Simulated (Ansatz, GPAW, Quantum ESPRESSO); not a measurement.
## PbSe: 3 runs at one level of theory

```
Pb Se
1.0
     0.00000    3.06065    3.06065
     3.06065    0.00000    3.06065
     3.06065    3.06065    0.00000
Pb Se
1 1
Direct
  0.00000 0.00000 0.00000
  0.50000 0.50000 0.50000
```

Alike in all runs: task band structure; functional RPBE; k mesh 8 × 8 × 8; occupations fermi-dirac, width 0.05 eV; no spin polarisation; no spin-orbit coupling. Pressure is positive in compression and, in plane waves, holds the error of the finite cutoff. Gaps are the smaller of the mesh's and the band path's.

```json
{"program and potentials": "Quantum ESPRESSO, SG15 PBE 1.2", "plane-wave cutoff (eV)": "952", "notes": "potentials made for PBE", "band gap (eV)": "0.40", "pressure (GPa)": "4.16"}
{"program and potentials": "Ansatz, all-electron LAPW, scalar-relativistic", "plane-wave cutoff (eV)": "-", "notes": "-", "band gap (eV)": "0.37", "pressure (GPa)": "4.23"}
{"program and potentials": "GPAW, the program's PAW data sets (release 1.2.1) made for this functional", "plane-wave cutoff (eV)": "600", "notes": "-", "band gap (eV)": "0.32", "pressure (GPa)": "4.01"}
```

The band gap spans 0.32 (GPAW, the program's PAW data sets (release 1.2.1) made for this functional) to 0.40 eV (Quantum ESPRESSO, SG15 PBE 1.2), with all-electron results at 0.37. The pressure spans 4.01 (GPAW, the program's PAW data sets (release 1.2.1) made for this functional) to 4.23 GPa (Ansatz, all-electron LAPW, scalar-relativistic), with all-electron results at 4.23. Spin-orbit coupling, left out here, moves the band edges of heavy atoms.

The functional is the same throughout but for its coding, so the spread measures potentials, basis and numerics; runs on potential files found faulty are left out.
